# From Γ to A in layered WS₂: what happens to the levels when the wave changes sign from cell to cell

## The question

Tungsten disulfide is a stack of strongly bonded layers with weak contact between them. Its electron levels nevertheless depend on how the electron wave runs from one layer to the next. The question here is where the levels nearest the gap lie at the point A, which has coordinates (0, 0, 1/2). The levels at Γ, the point (0, 0, 0), and the symmetry of the stacking supply most of the answer; one ratio of orbital weights has to be assumed.

ABINIT 10.8.3, plane-wave DFT with the PBEsol functional and JTH PAW PBE v2.0 datasets, for WS₂ (space group P6₃/mmc, 6 atoms per cell) at fixed geometry, without spin polarisation or spin-orbit coupling. The k mesh is 6×6×2, the wave cutoff 544.228 eV and the Fermi-Dirac smearing 0.05 eV. Levels are counted from the valence top on the mesh.

```
point a (reciprocal cell vector)  point b (reciprocal cell vector)  point c (reciprocal cell vector)  level under 4 (eV)  level under 3 (eV)  level under 2 (eV)  level under 1 (eV)  level over 1 (eV)  level over 2 (eV)
                          0.0000                            0.0000                            0.0000              -2.240              -1.537              -1.124               0.000              2.250              2.253
                          0.3333                            0.0000                            0.0000              -2.238              -2.201              -1.991              -1.737              1.652              1.861
                          0.5000                            0.0000                            0.0000              -1.982              -1.817              -1.680              -1.514              2.194              2.233
                          0.1667                            0.1667                            0.0000              -2.078              -1.795              -1.527              -1.494              1.008              1.779
                          0.0000                            0.0000                            0.5000                   ?                   ?                   ?                   ?                  ?                  ?
                          0.3333                            0.1667                            0.5000              -2.624              -2.624              -1.256              -1.256              1.875              1.875
                          0.3333                            0.3333                            0.5000              -3.011              -3.011              -0.660              -0.660              1.162              1.162
```

The first three columns locate each point in the reciprocal cell. "Level under 1" is the first level below the gap and "level under 4" the fourth; "level over 1" and "level over 2" are the first two above it. All energies are counted from the valence top, which lies at Γ. The lowest conduction level in the known rows is 1.008 eV, halfway from Γ to K, so the gap is indirect.

## What the known levels tell

The two known points with point c equal to 1/2 have their levels in exact pairs. This comes from the stacking: a screw axis turns each layer and moves it onto the next. Without spin-orbit coupling, this operation combined with time reversal forces every level on that plane of the zone to occur twice. A lies on the same plane, so its levels must also be paired.

At Γ the three highest valence levels are all different. That gives a clue to their orbitals. Sulfur orbitals lying in the layer, $p_x$ and $p_y$, are turned into each other by the threefold axis and must come as equal pairs at Γ. The three single levels must therefore be of another kind, and the natural candidates are built from orbitals that point out of the layer.

The valence top of this material is known to consist mainly of tungsten $d_{z^2}$ with some sulfur $p_z$. The $p_z$ lobes reach across the gap between the layers, so this state feels its neighbours strongly. Two layers in the cell give two combinations of it, one raised and one lowered by the contact. I take these to be the first two levels at Γ, which are 1.124 eV apart.

## Why the splitting disappears at A

Every layer touches one neighbour above and one below. At Γ the wave repeats unchanged from cell to cell, so both contacts act together and the splitting is large. At A the wave changes sign from one cell to the next. The upper contact then works against the lower one, and for two layer states of the same kind the two effects cancel.

If this were the whole story, the pair at A would sit at the average of its two Γ levels, at −0.562 eV. This average is the simplest guess for a crystal with two equal layers in the cell. The guess assumes that each layer state couples only to its own copy next door.

## What the average leaves out

Each layer has a mirror plane through its tungsten atoms, and its $p_z$ states come in two kinds. In the even kind, the lobes on the upper and lower sulfur atoms are mirror images and so point in opposite directions. In the odd kind they point the same way. The valence top is even, and an odd state made mostly of sulfur $p_z$ lies deeper.

Now let an even state on one layer meet an odd state on the next. The contact on the upper face has the opposite sign to the contact on the lower face. At Γ these two contributions cancel, so even and odd states do not mix. At A the wave brings in a second change of sign, and the contributions add.

The same change of phase thus switches one coupling off and another on. Two levels that mix push each other apart, the higher one upwards and the lower one downwards. Since the even state is the higher one, this mixing pushes its pair at A above the simple average. There are two equal versions of this mixing, even on the first layer with odd on the second and the reverse, which is why the result is again a pair.

## The estimate worked through

Let $h$ be half the splitting of the even state at Γ, which gives $h = 1.124/2 = 0.562$ eV. Let $r$ be the ratio of sulfur $p_z$ weight in the odd state to that in the even state. A coupling through facing $p_z$ lobes grows with the product of the two amplitudes. The odd state therefore has a half-splitting of $rh$ at Γ, and the even–odd coupling at A is $\sqrt{r}\,h$.

The ratio $r$ is the one assumed input. The odd state is mostly sulfur $p_z$ and the even state mostly tungsten, so $r$ should exceed one; I use 2 and try values from 1 to 4. The third level at Γ, −1.537 eV, is taken as the upper combination of the odd state. Without mixing, the odd state at A would then lie at

$$E_o = -1.537 - 2(0.562) = -2.661\ \text{eV}.$$

The even state starts from $E_e = -0.562$ eV. The upper solution of the two-level problem is

$$E = \frac{E_e+E_o}{2} + \sqrt{\left(\frac{E_e-E_o}{2}\right)^2 + r h^2}.$$

With $r = 2$ this gives −0.295 eV, so mixing raises the pair by nearly half of its distance from the valence top. Changing $r$ to 1 or 4 moves the result to about −0.38 or −0.21 eV. The direction of the shift is much safer than its size.

## The other two pairs

The fourth valence level at Γ is probably one of the in-plane sulfur states. Their lobes lie along the layer and touch the next layer only sideways, so the change of phase should matter little. I therefore keep the Γ value for A. If the level at Γ is the upper of two layer combinations, its partner lies lower, and the pair at A should move down rather than up.

The two lowest conduction levels at Γ are almost equal. If they belong together, their average is the natural estimate for A. If they do not, their partners lie higher up and the average would rise. Either way the forecast stays near the Γ values, with more room above than below.

## The forecasts for A

The levels should form three exact pairs. The ranges are judgements about the neglected physics, not statistical errors.

- **Top valence pair:** −0.30 eV, between −0.50 and −0.15 eV.
- **Second valence pair:** −2.24 eV, between −2.45 and −2.15 eV.
- **Conduction pair:** 2.25 eV, between 2.15 and 2.45 eV.

The first range leaves out the simple average. The forecast therefore commits itself to a sizeable mixing between even and odd states.

The withheld rows as computed:

```
point a (reciprocal cell vector)  point b (reciprocal cell vector)  point c (reciprocal cell vector)  level under 4 (eV)  level under 3 (eV)  level under 2 (eV)  level under 1 (eV)  level over 1 (eV)  level over 2 (eV)
                          0.0000                            0.0000                            0.5000              -2.261              -2.261              -0.303              -0.303              2.247              2.247
```

## How the forecasts fared

All three pairs appear, and all three energies fall within their ranges. The top valence pair lies at −0.303 eV, only 0.003 eV below the forecast. The simple average is 0.259 eV too low. The upward shift expected from mixing is therefore there, and it is large.

The close agreement is finer than the model deserves, because a reasonable change of $r$ moves the answer by almost a tenth of an electronvolt. It also leaves the labels of the Γ levels open. If the second and third levels exchange roles, the same formula with $r = 2$ gives about −0.27 eV, which is nearly as good. One point can support the mixing picture, but it can settle neither the orbital weights nor which level is whose partner.

The second valence pair lies at −2.261 eV, 0.021 eV below the forecast and on the expected side. This suits an in-plane state that hardly notices the stacking. The energy alone does not prove that character, though. An in-plane state would occur four times at A, with two orbitals on each of the two layers, but the table stops at the fourth valence level and cannot show whether two more lie at the same energy. With $r = 1$ the lower solution of the mixing problem would fall at about −2.3 eV, close to the same place; with the adopted $r = 2$ it falls at −2.93 eV, far below this pair.

The conduction pair lies at 2.247 eV, about 0.005 eV below the average of the two Γ levels on which the forecast rests. The energy is a hit, but the argument gave no reason for a move downwards, and the pair sits slightly below both Γ levels. Averaging ignores the weak coupling to other states that A allows. A shift of a few thousandths of an electronvolt is too small to be traced to one of them.

## What the phase change does to the gap

At Γ the first levels below and above the gap are 2.250 eV apart; at A they are 2.550 eV apart. The whole increase comes from the valence side; the conduction level itself moves very slightly down. The lowest conduction energy is thus nearly the same at both points, though the table does not show whether it belongs to the same band. The valence top drops by 0.303 eV, which suits a state whose lobes reach into the space between the layers.

This drop is a rough guide to how well a hole near the valence top can pass from layer to layer; the curvature of the band at Γ, which is not computed here, would be the proper measure. The Γ splitting alone would suggest a drop of 0.562 eV, so the top band has only about half of the expected average slope between Γ and A. The mixing picture can account for this, though with an assumed weight ratio. The large splitting at Γ is therefore no direct measure of easy motion across the layers.

The layer spacing enters through the same contact. Bringing the layers closer increases the overlap of the $p_z$ lobes and tends to push the valence top at Γ upwards, which narrows the indirect gap. The values here belong to one fixed crystal geometry, whose volume is a few per cent above the measured one. If the extra room lies between the layers, the splitting at Γ is somewhat too small. PBEsol also usually makes gaps too small, so the 2.550 eV separation should not be read as a measured excitation energy.

Spin-orbit coupling would change the picture unevenly. It acts most strongly on the tungsten $d$ states near K and H, where it splits the valence levels by several tenths of an electronvolt. The valence top along the line from Γ to A is much less affected, because its main orbital has no orbital angular momentum about the stacking axis. The mixing argument for the top pair therefore rests on firmer ground than any fine comparison of the conduction levels, whose orbital character is not settled here.
